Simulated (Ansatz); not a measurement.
The system is Y.

```
CELL_PARAMETERS angstrom
3.64740 0.00000 0.00000
-1.82370 3.15874 0.00000
0.00000 0.00000 5.73060
ATOMIC_POSITIONS crystal
Y 0.66667 0.33333 0.75000
Y 0.33333 0.66667 0.25000
```

* Program: Ansatz 0.2.0
* Task: relaxation of cell and atoms
* Functional: PBEsol
* Potentials or basis: all-electron LAPW, scalar-relativistic
* Basis error allowed: 0.001 eV/atom
* k mesh: 8 × 8 × 5
* Occupations: fermi-dirac, width 0.05 eV
* Spin: no spin polarisation

At the start: volume 33.01 Å³/atom.

Q: Where does the relaxation end?

A: Over 3 steps the energy falls by 11.2 meV/atom and the volume is 31.33 Å³/atom (-5.1 %); space group P6_3/mmc (No. 194, to 0.05 Å).

Step by step:
```csv
step,energy change (eV),largest force (eV/Å),volume (Å³)
1,0.0000,0.0000,66.02
2,-0.0223,0.0000,62.66
3,-0.0223,0.0000,62.66
```

Final structure:
```
Y
1.0
     3.59171    0.00000    0.00000
    -1.79585    3.11051    0.00000
     0.00000    0.00000    5.60906
Y
2
Direct
  0.66667 0.33333 0.75000
  0.33333 0.66667 0.25000
```
